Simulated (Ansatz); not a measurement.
# Zr8O15 (Cubic zirconia): the cost of one run

Program: Ansatz 0.2.0. Level of theory: DFT, PBE, plane-wave PAW, default files, scalar-relativistic, as far as a step names no other. These are calculated values, not measurements.

The COD entry's cell or inner coordinates are ideal or old and differ from later refinements, so a difference from it is no clean test against experiment.

## 1. The system as given

Symmetry: F-43m, No. 216, cubic system. The conventional cell has a = 10.140 Å, b = 10.140 Å, c = 10.140 Å, α = 90.00°, β = 90.00°, γ = 90.00°. Around Zr (site symmetry 3m) lie 7 O at 2.20 Å. Zr (site symmetry 3m) has 8 O at 2.20 Å as nearest neighbours. O (site symmetry 2mm) is surrounded by 4 Zr at 2.20 Å. Around O (site symmetry -43m) lie 4 Zr at 2.20 Å.

Coordinates:

```
Zr O
1.0
     0.00000    5.07000    5.07000
     5.07000    0.00000    5.07000
     5.07000    5.07000    0.00000
Zr O
8 15
Direct
  0.00000 0.00000 0.00000
  0.00000 0.00000 0.50000
  0.00000 0.50000 0.00000
  0.00000 0.50000 0.50000
  0.50000 0.00000 0.00000
  0.50000 0.00000 0.50000
  0.50000 0.50000 0.00000
  0.50000 0.50000 0.50000
  0.12500 0.12500 0.62500
  0.12500 0.62500 0.12500
  0.12500 0.62500 0.62500
  0.62500 0.12500 0.12500
  0.62500 0.12500 0.62500
  0.62500 0.62500 0.12500
  0.62500 0.62500 0.62500
  0.37500 0.37500 0.37500
  0.37500 0.37500 0.87500
  0.37500 0.87500 0.37500
  0.37500 0.87500 0.87500
  0.87500 0.37500 0.37500
  0.87500 0.37500 0.87500
  0.87500 0.87500 0.37500
  0.87500 0.87500 0.87500
```

The vacant site is at (0.125, 0.125, 0.125) in fractional coordinates of the input's cell.

## 2. First run, atoms as given

Contents of input.yaml:

```yaml
crystal:
  lattice:
    - [0.0, 5.07, 5.07]
    - [5.07, 0.0, 5.07]
    - [5.07, 5.07, 0.0]
  atoms:
    - { symbol: Zr, position: [0.0, 0.0, 0.0] }
    - { symbol: Zr, position: [0.0, 0.0, 0.5] }
    - { symbol: Zr, position: [0.0, 0.5, 0.0] }
    - { symbol: Zr, position: [0.0, 0.5, 0.5] }
    - { symbol: Zr, position: [0.5, 0.0, 0.0] }
    - { symbol: Zr, position: [0.5, 0.0, 0.5] }
    - { symbol: Zr, position: [0.5, 0.5, 0.0] }
    - { symbol: Zr, position: [0.5, 0.5, 0.5] }
    - { symbol: O, position: [0.125, 0.125, 0.625] }
    - { symbol: O, position: [0.125, 0.625, 0.125] }
    - { symbol: O, position: [0.125, 0.625, 0.625] }
    - { symbol: O, position: [0.625, 0.125, 0.125] }
    - { symbol: O, position: [0.625, 0.125, 0.625] }
    - { symbol: O, position: [0.625, 0.625, 0.125] }
    - { symbol: O, position: [0.625, 0.625, 0.625] }
    - { symbol: O, position: [0.375, 0.375, 0.375] }
    - { symbol: O, position: [0.375, 0.375, 0.875] }
    - { symbol: O, position: [0.375, 0.875, 0.375] }
    - { symbol: O, position: [0.375, 0.875, 0.875] }
    - { symbol: O, position: [0.875, 0.375, 0.375] }
    - { symbol: O, position: [0.875, 0.375, 0.875] }
    - { symbol: O, position: [0.875, 0.875, 0.375] }
    - { symbol: O, position: [0.875, 0.875, 0.875] }
total_charge: 2
kpoints:
  mp_grid: { grid: [3, 3, 3] }
scf:
  occupations: { method: fermi_dirac, width: 0.01 }
hamiltonian:
  xc: pbe
  pseudopotentials: { kind: paw }
output:
  forces: true
  stress: true
  populations: true
  efg:
    quadrupole_moments_barn: { Zr: -0.176, O: -0.02558 }
    contact_densities: true
```

The run is started by

```bash
ansatz run input.yaml --threads 1 --pin off --max-ram 2560MiB --backend cpu --events-out ev --progress --plain --runs-dir out
```

Q: Estimate wall time and peak memory on 1 thread of Arm Neoverse V2, shared host.

About 19 s, with a peak of 0.54 GiB.
